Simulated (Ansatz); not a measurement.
# Structures of CO: which is lowest?

Plane-wave DFT in Ansatz with scalar-relativistic PAW potentials, cutoff 420 eV, Γ-centred meshes chosen by cell and gap, Gaussian smearing with energies taken to zero width. Every cell was relaxed (cell and atoms) in a run of its own, within the symmetry of its start. Functional: PBE.

Relaxed structures (starts from databases or built by putting these elements on another compound's sites):
A. Pbcm, 8 atoms in the computed cell, a = 6.410 Å, b = 6.354 Å, c = 5.436 Å; sites (symmetry × multiplicity) C ..m × 4, O ..m × 4; start: built
B. P6_3mc, 4 atoms in the computed cell, a = 4.469 Å, c = 7.764 Å; sites (symmetry × multiplicity) C 3m. × 2, O 3m. × 2; start: built
C. C2/m, 4 atoms in the computed cell, a = 5.674 Å, b = 5.571 Å, c = 7.796 Å, β = 103.6°; sites (symmetry × multiplicity) C m × 4, O m × 4; start: built
D. Cmcm, 4 atoms in the computed cell, a = 4.153 Å, b = 11.577 Å, c = 5.599 Å; sites (symmetry × multiplicity) C m2m × 4, O m2m × 4; start: built
E. P2_13, 8 atoms in the computed cell, a = 6.098 Å; sites (symmetry × multiplicity) C .3. × 4, O .3. × 4; start: database

Task: Rank them by energy. Could pressure change the order?

Result:
```csv
structure,group,E − E(lowest) (meV/atom),V (Å³/atom),gap on mesh (eV)
E,P2_13,0.0,28.34,6.30
A,Pbcm,0.8,27.68,5.94
D,Cmcm,5.4,33.65,5.85
C,C2/m,5.5,29.94,6.29
B,P6_3mc,8.5,33.57,6.33
```

E and A are level within the 2 meV/atom that separate runs leave open. The two lowest differ in volume by under 3 %, too little for a first-order estimate of what pressure does to that pair (other pairs aren't weighed here). Other structures may lie lower than all of these, and vibrations aren't counted.

Each cell of CO holds molecules, and where no dispersion correction was added their binding is poorly described.